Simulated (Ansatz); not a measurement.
**Li2O: frozen-core PAW against all-electron methods**

```
Li O
1.0
     0.00000    2.30950    2.30950
     2.30950    0.00000    2.30950
     2.30950    2.30950    0.00000
Li O
2 1
Direct
  0.25000 0.25000 0.25000
  0.75000 0.75000 0.75000
  0.00000 0.00000 0.00000
```

Atom numbers follow the list: Li1, Li2, O3.

The cell is COD entry 1011372, as deposited and not checked against the literature; nothing was relaxed.

Methods: DFT, PBE, PAW with Ansatz's default frozen-core files, scalar-relativistic (Ansatz 0.2.0); DFT, PBE, all-electron LAPW, scalar-relativistic (Ansatz 0.2.0).

For PAW: a Γ-centred 9×9×9 k mesh, Fermi–Dirac smearing of 0.03 eV, cutoff 420 eV, no spin polarisation. LAPW targets a basis error of 0.5 meV/atom. The Ansatz runs share mesh, smearing and spin set-up. Plane-wave (PAW) pressures include the program's estimate of the Pulay term.

Stress and pressure are positive in compression.

Levels count from the top of the valence band.

PAW results:

```csv
quantity,PAW
pressure (GPa),0.37
band gap (eV),4.993
highest filled level at X (eV),-1.381
lowest empty level at X (eV),4.993
highest filled level at Γ (eV),0.000
lowest empty level at Γ (eV),5.269
highest filled level at U (eV),-1.084
lowest empty level at U (eV),6.566
```

Question: What does full-potential LAPW give for the same quantities?

Answer: 
| quantity | LAPW |
| --- | --- |
| pressure (GPa) | 0.27 |
| band gap (eV) | 4.987 |
| highest filled level at X (eV) | -1.382 |
| lowest empty level at X (eV) | 4.987 |
| highest filled level at Γ (eV) | 0.000 |
| lowest empty level at Γ (eV) | 5.264 |
| highest filled level at U (eV) | -1.085 |
| lowest empty level at U (eV) | 6.561 |
